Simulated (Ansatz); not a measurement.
Crystal: HfO2.

```
Hf O
1.0
     5.55640    0.00000    0.00000
     0.00000    3.33360    0.00000
     0.00000    0.00000    6.50500
Hf O
4 8
Cartesian
  4.1600 2.5002 3.9542
  1.3964 0.8334 2.5508
  1.3818 2.5002 5.8033
  4.1746 0.8334 0.7017
  3.5533 0.8334 2.7542
  2.0031 2.5002 3.7508
  0.7751 0.8334 0.4983
  4.7813 2.5002 6.0067
  2.8937 0.8334 5.4736
  2.6627 2.5002 1.0313
  0.1155 0.8334 4.2838
  5.4409 2.5002 2.2212
```

Measurements of this composition are mostly on another form, of space group No. 14.

Base run:

* Program: Ansatz 0.2.0
* Functional: HSE06
* Potentials or basis: Ansatz PAW
* Cutoff: 420 eV
* Density cutoff: 1680 eV
* k mesh: 4 × 6 × 4
* Occupations: fixed
* Spin: no spin polarisation

Its results: band gap on the k mesh 4.98 eV, direct; largest force 0.103 eV/Å.

Task: The run is repeated on the same cell with these changes: functional from HSE06 to PBE0; level from hse06 to pbe0. What comes out?

Result: Band gap on the k mesh 5.74 eV, direct; largest force 0.095 eV/Å.

Caveats: spin-orbit coupling is left out, which moves the levels of the heavy elements; the PAW data sets come from PBE, with cores solved anew for the run's functional, which leaves a small shift of forces and pressure.

Not every run made on this cell is shown here.
